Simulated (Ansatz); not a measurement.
Crystal: Hf2S.

```
Hf S
1.0
     3.37427    0.00000    0.00000
    -1.68714    2.92221    0.00000
     0.00000    0.00000   11.71741
Hf S
4 2
Cartesian
  0.0000 1.9481 1.1739
  1.6871 0.9741 7.0327
  0.0000 1.9481 4.6848
  1.6871 0.9741 10.5435
  0.0000 0.0000 2.9294
  0.0000 0.0000 8.7881
```

The cell comes from a database or a generator and needn't be the stable form of this composition.

```yaml
Program: Ansatz 0.2.0
Task: single point
Functional: PBEsol
Potentials_or_basis: Ansatz PAW
Cutoff: "420 eV (not typed: the program's choice for these potentials)"
k_mesh: 9 × 9 × 3
Occupations: fermi-dirac, width 0.05 eV
Spin: no spin polarisation
```

On this cell: pressure -2.8 GPa; largest force 0.152 eV/Å; band gap on the k mesh none (metal or under the smearing width).

The same run follows on a disturbed copy (atoms moved at random, drawn with an rms of 0.05 Å):

```
Hf S
1.0
     3.37427    0.00000    0.00000
    -1.68714    2.92221    0.00000
     0.00000    0.00000   11.71741
Hf S
4 2
Direct
  0.34133 0.65976 0.10036
  0.66935 0.34297 0.60221
  0.32641 0.66904 0.39462
  0.65348 0.33976 0.90242
  0.98357 0.99616 0.24823
  0.99348 0.98250 0.75179
```

Q: What does the disturbed cell give?

A: The energy (extrapolated to zero smearing) moves by +12.5 meV/atom; pressure -2.6 GPa; largest force 0.698 eV/Å; band gap on the k mesh none (metal or under the smearing width).

Forces in eV/Å, atoms in the order of the input:
```
Hf  -0.523  0.082  0.214
Hf  -0.034 -0.324 -0.248
Hf  -0.007 -0.078  0.526
Hf   0.376 -0.321 -0.492
S    0.392  0.097  0.006
S   -0.204  0.544 -0.005
```

Stress tensor (GPa, compression positive):
```
-3.01  0.32  0.19
 0.32 -2.59  0.14
 0.19  0.14 -2.07
```

Caveats: the PAW data sets come from PBE, with cores solved anew for the run's functional, which leaves a small shift of forces and pressure.
